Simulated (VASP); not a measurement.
# Lu (P6_3/mmc) in VASP: a series of runs

Runs on Lu. Level: PBEsol. Tasks: relaxation of shape and atoms at fixed volume.

Program: VASP 6.6.1. These are calculated values, not measurements. Logs are shortened: lines on timing, memory, paths and dates and some standing lists are left out, and cuts for length are marked.

**1. The structure**

It takes space group P6_3/mmc (No. 194, hexagonal). The conventional cell has a = 3.452 Å, b = 3.452 Å, c = 5.359 Å, α = 90.00°, β = 90.00°, γ = 120.00°. Around Lu (site symmetry -6m2) lie 12 Lu at 3.34 to 3.45 Å.

**2. Relaxation of shape and atoms at fixed volume, PBEsol**

Contents of INCAR:

```
SYSTEM = Lu
ALGO = Normal
EDIFF = 1E-7
EDIFFG = -0.01
ENCUT = 600
GGA = PS
IBRION = 2
ISIF = 4
ISMEAR = 1
LASPH = .True.
LCHARG = .False.
LREAL = .False.
LWAVE = .False.
NELM = 80
NSW = 40
PREC = Accurate
SIGMA = 0.1
```

Contents of KPOINTS:

```
k-points
0
Gamma
  12 12 7
  0 0 0
```

Contents of POSCAR:

```
Lu                                      
1.0
    3.4517211527     -0.0000000000     -0.0000000000
   -1.7258605764      2.9892782051      0.0000000000
    0.0000000000     -0.0000000000      5.3589818177
  Lu            
     2
Direct
     0.3333333332999970    0.6666666667000030    0.2500000000000000
     0.6666666667000030    0.3333333332999970    0.7500000000000000
```

Potentials or basis: VASP PAW PBE potentials, release 64 (Lu).

Command:

```console
> cat potpaw_PBE.64/Lu/POTCAR > POTCAR
> mpirun -np 1 vasp_std > vasp.out
```

OUTCAR:

```text
SYSTEM = Lu
   EDIFF = 1E-7
   EDIFFG = -0.01
   ENCUT = 600
   GGA = PS
   IBRION = 2
   ISIF = 4
   ISMEAR = 1
   LASPH = .True.
   LREAL = .False.
   NELM = 80
   NSW = 40
   PREC = Accurate

 ion  position               nearest neighbor table
   1  0.333  0.667  0.250-   2 3.34   2 3.34   2 3.34   2 3.34   2 3.34   2 3.34
   2  0.667  0.333  0.750-   1 3.34   1 3.34   1 3.34   1 3.34   1 3.34   1 3.34

  LATTYP: Found a hexagonal cell.
 ALAT       =     3.4517211527
 C/A-ratio  =     1.5525535177

  Lattice vectors:

 A1 = (   3.4517211527,   0.0000000000,   0.0000000000)
 A2 = (  -1.7258605764,   2.9892782051,   0.0000000000)
 A3 = (   0.0000000000,   0.0000000000,   5.3589818177)

Analysis of symmetry for initial positions (statically):
=====================================================================
 Subroutine PRICEL returns:
 Original cell was already a primitive cell.

 Routine SETGRP: Setting up the symmetry group for a
 hexagonal supercell.

 Subroutine GETGRP returns: Found 24 space group operations
 (whereof 12 operations were pure point group operations)
 out of a pool of 24 trial point group operations.

The static configuration has the point symmetry D_3d.
 The point group associated with its full space group is D_6h.

Analysis of symmetry for dynamics (positions and initial velocities):
=====================================================================
 Subroutine PRICEL returns:
 Original cell was already a primitive cell.

 Routine SETGRP: Setting up the symmetry group for a
 hexagonal supercell.

 Subroutine GETGRP returns: Found 24 space group operations
 (whereof 12 operations were pure point group operations)
 out of a pool of 24 trial point group operations.

The dynamic configuration has the point symmetry D_3d.
 The point group associated with its full space group is D_6h.

 Subroutine INISYM returns: Found 24 space group operations
 (whereof 12 operations are pure point group operations),
 and found     1 'primitive' translations

----------------------------------------------------------------------------------------

                                     Primitive cell

  volume of cell :      55.2948

  direct lattice vectors                    reciprocal lattice vectors
     3.451721153  0.000000000  0.000000000     0.289710540  0.167264458  0.000000000
[... 80 lines left out ...]
   ISPIN  =      1    spin polarized calculation?
   LNONCOLLINEAR =      F non collinear calculations
   LSORBIT =      F    spin-orbit coupling
   LASPH  =      T    aspherical Exc in radial PAW
   ENCUT  =  600.0 eV  44.10 Ry    6.64 a.u.   6.89  6.89 10.70*2*pi/ulx,y,z
   NELM   =     80;   NELMIN=  2; NELMDL= -5     # of ELM steps
   EDIFF  = 0.1E-06   stopping-criterion for ELM
   LREAL  =      F    real-space projection
   EDIFFG = -.1E-01   stopping-criterion for IOM
   NSW    =     40    number of steps for IOM
   IBRION =      2    ionic relax: 0-MD 1-quasi-New 2-CG
   NFREE  =      1    steps in history (QN), initial steepest desc. (CG)
   ISIF   =      4    stress and relaxation
   ISYM   =      2    0-nonsym 1-usesym 2-fastsym
   POTIM  = 0.5000    time-step for ionic-motion
   TEBEG  =    0.0;   TEEND  =   0.0 temperature during run
   PSTRESS=    0.0 pullay stress
   NELECT =      50.0000    total number of electrons
   NUPDOWN=      -1.0000    fix difference up-down
   EMIN   =  10.00;   EMAX   =-10.00  energy-range for DOS
   EFERMI =   0.00;   METHOD = LEGACY
   ISMEAR =     1;   SIGMA  =   0.10  broadening in eV -4-tet -1-fermi 0-gaus
   EFERMI_NEDOS =   21; number of points for ismear=-14 and -15
   IALGO  =     38    algorithm
   IMIX   =      4    mixing-type and parameters
     AMIX     =   0.40;   BMIX     =  1.00
     AMIX_MAG =   1.60;   BMIX_MAG =  1.00
  volume/ion in A,a.u.               =      27.65       186.57
  Fermi-wavevector in a.u.,A,eV,Ry     =   1.583082  2.991591 34.098219  2.506148
  Thomas-Fermi vector in A             =   2.682907
   LORBIT       =      0    0 simple, 1 ext, 2 COOP (PROOUT), +10 PAW based schemes
   GGA     = PS    functional components
   LHFCALC =     F    Hartree Fock is set to
   AEXX    =    0.0000 exact exchange contribution
   IVDW    =     0    specifies the selected vdW correction
   LEPSILON=     F    determine dielectric tensor
   LRPA    =     F    only Hartree local field effects (RPA)
 conjugate gradient relaxation of ions
 non-spin polarized calculation
 Methfessel and Paxton  Order N= 1 SIGMA  =   0.10
  energy-cutoff  :      600.00
  volume of cell :       55.29
 maximum number of plane-waves:      1875
 NGX is ok and might be reduce to    28
   NGX = 13   NGY = 13   NGZ = 21

 number of electron      50.0000000 magnetization

 Free energy of the ion-electron system (eV)
  ---------------------------------------------------
  ext. energy  EPLUGINS =         0.00000000
  ---------------------------------------------------
  free energy    TOTEN  =        -9.90191511 eV

  energy without entropy =       -9.90033103  energy(sigma->0) =       -9.90138708

 E-fermi :   2.2858     XC(G=0): -11.0293

 val. band max:        2.2645043679   @ k =   0.4167   0.0000   0.4286
 cond. band min:       2.2934279116   @ k =   0.1667   0.0833   0.2857
 fundamental gap:      0.0289235437
 Fermi energy:         2.2857737125

 k-point     1 :       0.0000    0.0000    0.0000
  band No.  band energies     occupation
      1     -53.7893      2.00000
      2     -53.7425      2.00000
      3     -24.7989      2.00000
      4     -24.2880      2.00000
      5     -24.2880      2.00000
      6     -24.1844      2.00000
[... 781 lines left out ...]
     29       4.5138      0.00000
     30       6.9293      0.00000

 [... further k-points ...]
[... 5 lines left out ...]
  --------------------------------------------------------------------------------------
  -------------------------------------------------------------------------------------
  Total       -0.0198878     -0.0198878     -0.0051883      0.0000000      0.0000000      0.0000000
  in kB       -0.5762528     -0.5762528     -0.1503323      0.0000000      0.0000000      0.0000000
  external PRESSURE =      -0.4342793 kB  Pullay stress =       0.0000000 kB

 VOLUME and BASIS-vectors are now :
 -----------------------------------------------------------------------------
  energy-cutoff  :      600.00
  volume of cell :       55.29
      direct lattice vectors                 reciprocal lattice vectors
     3.451721153  0.000000000  0.000000000     0.289710540  0.167264458  0.000000000
    -1.725860576  2.989278205  0.000000000     0.000000000  0.334528917  0.000000000
     0.000000000  0.000000000  5.358981818     0.000000000  0.000000000  0.186602611

 POSITION                                       TOTAL-FORCE (eV/Angst)
 -----------------------------------------------------------------------------------
     -0.00000      1.99285      1.33975        -0.000000      0.000000      0.000000
      1.72586      0.99643      4.01924         0.000000     -0.000000      0.000000
 -----------------------------------------------------------------------------------
    total drift:                               -0.000000      0.000000     -0.000000

  FREE ENERGIE OF THE ION-ELECTRON SYSTEM (eV)
  ---------------------------------------------------
  free  energy   TOTEN  =        -9.9019151082 eV

  energy  without entropy=       -9.9003310311  energy(sigma->0) =       -9.90138708

 reached required accuracy - stopping structural energy minimisation
```

Run time: 73 s. Hardware: 1 thread of Intel Xeon 6975P-C (Granite Rapids), shared host; peak memory 0.28 GiB.

Results:

- Free energy: -9.9019 eV
- Pressure after relaxing: 0.0 GPa
- Band gap on the k mesh: none (metal or under the smearing width)

Final structure:
```yaml
crystal:
  lattice:
    - [3.45172, 0.00000, 0.00000]
    - [-1.72586, 2.98928, 0.00000]
    - [0.00000, 0.00000, 5.35898]
  atoms:
    - { symbol: Lu, position: [0.33333, 0.66667, 0.25000] }
    - { symbol: Lu, position: [0.66667, 0.33333, 0.75000] }
```

Levels at points of the mesh, in eV from the Fermi level:
```tsv
k point	band 21	band 22	band 23	band 24	band 25	band 26	band 27	band 28	band 29	band 30
(0.00, 0.00, 0.00)	-4.77	-4.75	-4.74	-2.49	0.90	2.19	2.19	2.71	2.99	2.99
(0.50, 0.00, 0.00)	-4.77	-4.75	-2.40	-1.49	-0.92	-0.32	1.71	1.82	2.52	6.38
```

Caveat: the relaxation stopped at its first step, so nothing moved; the PAW data sets were made with another functional, which shifts forces and pressure a little.

**3. Relaxation of shape and atoms at fixed volume, PBEsol (a relaxed cell with its volume scaled by 1.02)**

INCAR is that of step 2.

KPOINTS is that of step 2.

Contents of POSCAR:

```
Lu                                      
1.0
    3.4745808994     -0.0000000000     -0.0000000000
   -1.7372904497      3.0090753264      0.0000000000
    0.0000000000     -0.0000000000      5.3944727978
  Lu            
     2
Direct
     0.3333333332999970    0.6666666667000030    0.2500000000000000
     0.6666666667000030    0.3333333332999970    0.7500000000000000
```

Potentials or basis: VASP PAW PBE potentials, release 64 (Lu).

Command:

```console
> cat potpaw_PBE.64/Lu/POTCAR > POTCAR
> mpirun -np 1 vasp_std > vasp.out
```

It took 76 s on 1 thread of Intel Xeon 6975P-C (Granite Rapids), shared host; peak memory 0.28 GiB.

The run converged. Its results:

| Property | Result |
| --- | --- |
| Free energy | -9.8987 eV |
| Pressure after relaxing | -1.0 GPa |
| Band gap on the k mesh | none (metal or under the smearing width) |

Final structure:
```xyz
2
Lattice="3.4746 0.0000 0.0000 -1.7373 3.0091 0.0000 0.0000 0.0000 5.3945" Properties=species:S:1:pos:R:3 pbc="T T T"
Lu    0.0000    2.0061    1.3486
Lu    1.7373    1.0030    4.0459
```

Levels at points of the mesh, in eV from the Fermi level:
```tsv
k point	band 23	band 24	band 25	band 26	band 27	band 28
(0.00, 0.00, 0.00)	-4.78	-2.45	0.83	2.17	2.17	2.68
(0.50, 0.00, 0.00)	-2.39	-1.45	-0.89	-0.35	1.67	1.81
```

Caveat: the relaxation stopped at its first step, so nothing moved; the PAW data sets were made with another functional, which shifts forces and pressure a little.

**4. Relaxation of shape and atoms at fixed volume, PBEsol (a relaxed cell with its volume scaled by 1.04)**

INCAR is that of step 3.

KPOINTS is that of step 3.

Contents of POSCAR:

```
Lu                                      
1.0
    3.4971437452     -0.0000000000     -0.0000000000
   -1.7485718727      3.0286153241      0.0000000000
    0.0000000000     -0.0000000000      5.4295028235
  Lu            
     2
Direct
     0.3333333332999970    0.6666666667000030    0.2500000000000000
     0.6666666667000030    0.3333333332999970    0.7500000000000000
```

Command:

```console
> cat potpaw_PBE.64/Lu/POTCAR > POTCAR
> mpirun -np 1 vasp_std > vasp.out
```

It took 80 s on 1 thread of Intel Xeon 6975P-C (Granite Rapids), shared host; peak memory 0.28 GiB.

It converged, with:

- Free energy: -9.8889 eV
- Pressure after relaxing: -1.9 GPa
- Band gap on the k mesh: none (metal or under the smearing width)

Final structure:
```xyz
2
Lattice="3.4971 0.0000 0.0000 -1.7486 3.0286 0.0000 0.0000 0.0000 5.4295" Properties=species:S:1:pos:R:3 pbc="T T T"
Lu    0.0000    2.0191    1.3574
Lu    1.7486    1.0095    4.0721
```

Levels at points of the mesh, in eV from the Fermi level:
| k point | band 22 | band 23 | band 24 | band 25 | band 26 | band 27 | band 28 | band 29 |
| --- | --- | --- | --- | --- | --- | --- | --- | --- |
| (0.00, 0.00, 0.00) | -4.82 | -4.82 | -2.42 | 0.77 | 2.15 | 2.15 | 2.65 | 2.92 |
| (0.50, 0.00, 0.00) | -4.82 | -2.38 | -1.42 | -0.85 | -0.37 | 1.64 | 1.80 | 2.43 |

Caveat: the relaxation stopped at its first step, so nothing moved; the PAW data sets were made with another functional, which shifts forces and pressure a little. The run has no spin-orbit coupling, so splittings on Lu are missing.

**5. Summary**

| cell | gap on the mesh (eV) | pressure (GPa) |
| --- | --- | --- |
| atoms relaxed at fixed volume | none | 0.0 |
| atoms relaxed at fixed volume from: a relaxed cell with its volume scaled by 1.02 | none | -1.0 |
| atoms relaxed at fixed volume from: a relaxed cell with its volume scaled by 1.04 | none | -1.9 |

Alike in all rows: task relaxation of shape and atoms at fixed volume; level PBEsol; potentials or basis VASP PAW PBE potentials, release 64 (Lu); no spin polarisation; k mesh 12 × 12 × 7; cutoff (eV) 600; smearing methfessel-paxton 0.1 eV.

Caveats: the relaxation stopped at its first step, so nothing moved; the PAW data sets were made with another functional, which shifts forces and pressure a little.

Absolute energies hang on the potentials; compare differences alone.
